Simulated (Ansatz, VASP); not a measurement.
Given: the input of a run of Ansatz 0.2.0 on SiC (Moissanite 3C).

File input.yaml:

```yaml
crystal:
  lattice:
    - [0.0, 2.179, 2.179]
    - [2.179, 0.0, 2.179]
    - [2.179, 2.179, 0.0]
  atoms:
    - { symbol: Si, position: [0.0, 0.0, 0.0] }
    - { symbol: C, position: [0.75, 0.75, 0.75] }
hamiltonian:
  xc: pbe
  pseudopotentials: { kind: paw }
kpoints:
  mp_grid: { grid: [10, 10, 10] }
scf:
  occupations: { method: gaussian, width: 0.027 }
output:
  forces: true
  stress: true
  eigenvalues: true
```

Potentials or basis: Ansatz PAW.

Run with:

```sh
$ ansatz run input.yaml --threads 2 --pin off --max-ram 5632MiB --backend cpu --events-out ev --progress --plain --runs-dir out
```

Task: Set up the same calculation for VASP 6.6.1. Potentials there: VASP PAW PBE potentials, release 64 (Si, C).

Result: As run (the cutoff follows the program's own potentials):

Contents of INCAR:

```
SYSTEM = SiC
ALGO = Normal ; EDIFF = 1E-6
ENCUT = 520 ; GGA = PE
ISIF = 2 ; ISMEAR = 0
LASPH = .TRUE. ; LCHARG = .FALSE.
LREAL = .FALSE. ; LWAVE = .FALSE.
NELM = 60 ; PREC = Accurate
SIGMA = 0.027000000000000003
```

Contents of KPOINTS:

```
k-points
0
G
  10 10 10
  0 0 0
```

File POSCAR:

```
SiC
1.0
    0.0000000000      2.1790000000      2.1790000000
    2.1790000000      0.0000000000      2.1790000000
    2.1790000000      2.1790000000      0.0000000000
Si C
1 1
Direct
    0.0000000000      0.0000000000      0.0000000000
    0.7500000000      0.7500000000      0.7500000000
```

Potentials or basis: VASP PAW PBE potentials, release 64 (Si, C).

Run with:

```sh
$ cat potpaw_PBE.64/Si/POTCAR potpaw_PBE.64/C/POTCAR > POTCAR
$ mpirun -np 1 vasp_std > vasp.out
```

Both were run:

|  | VASP | Ansatz | Ansatz less VASP |
| --- | --- | --- | --- |
| gap on the k mesh at the Fermi level (eV) | 1.36 | 1.36 | +0.002 |
| least direct gap on the mesh (eV) | 4.54 | 4.55 | +0.004 |
| pressure (GPa) | 3.2 | 3.3 | +0.05 |

A k mesh can miss the band edges. PBE gaps usually lie below the measured ones, often by a third to a half.
